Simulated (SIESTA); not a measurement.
Runs of SIESTA 5.4.2 on Ge. It takes space group Fd-3m (No. 227, cubic). Conventional cell: a = 5.658 Å, b = 5.658 Å, c = 5.658 Å, α = 90.00°, β = 90.00°, γ = 90.00°. Around Ge (site symmetry -43m) lie 4 Ge at 2.45 Å. 

```tsv
task	level	potentials or basis	cell	k mesh	displacement	polarization grid	broadening (eV)	window to (eV)	polarisation	grid cutoff	energy shift	gap on the mesh (eV)	pressure (GPa)	V0 of scaled cells (Å³/atom)	relaxed volume (Å³/atom)	B0 (GPa)
equation of state	PBEsol	PseudoDojo 0.4 standard (PBEsol files), DZP (energy shift 0.003 Ry; two zetas on semicore shells)	as given	8 × 8 × 8	-	-	-	-	-	800 Ry	0.003 Ry	-	-	23.19	-	(a)
optical spectrum	PBEsol	PseudoDojo 0.4 standard (PBEsol files), DZP (energy shift 0.003 Ry; two zetas on semicore shells)	as given	8 × 8 × 8	-	-	0.3 eV	30 eV	polarized	800 Ry	0.003 Ry	none	1.8	-	-	-
relaxation of cell and atoms	PBE	PseudoDojo 0.4 standard (PBE files), DZP (energy shift 0.003 Ry; two zetas on semicore shells)	relaxed	8 × 8 × 8	-	-	-	-	-	800 Ry	0.003 Ry	none	0.1	-	(b)	-
equation of state	vdW-DF-cx	PseudoDojo 0.4 standard (PBE files), DZP (energy shift 0.003 Ry; two zetas on semicore shells)	as given	8 × 8 × 8	-	-	-	-	-	800 Ry	0.003 Ry	-	-	23.71	-	62
relaxation of cell and atoms	PBEsol	PseudoDojo 0.4 standard (PBEsol files), DZP (energy shift 0.003 Ry; two zetas on semicore shells)	relaxed	6 × 6 × 6	-	-	-	-	-	1200 Ry	0.003 Ry	none	0.0	-	23.24	-
```

Alike in all rows: no spin polarisation; smearing fermi-dirac 0.05 eV.

**Question.** Fill in the values left out.

**Answer.** (a) 67; (b) 24.25.

Caveats: the basis of atomic orbitals isn't converged, which shifts pressures, moduli and gaps; the basis holds too few empty states to meet the f-sum rule, so the spectrum is short of weight at high energy (some runs); spectra need much finer meshes, so this one isn't converged (some runs); independent-particle spectra lack excitons (some runs); the intraband (Drude) part of a metal's response may be missing (some runs); the potentials were made for another functional, which shifts forces and pressure (some runs).

A k mesh can miss the band edges, and the runs leave out spin-orbit coupling on Ge.

A gap of «none» marks a metal or a gap under the smearing width.
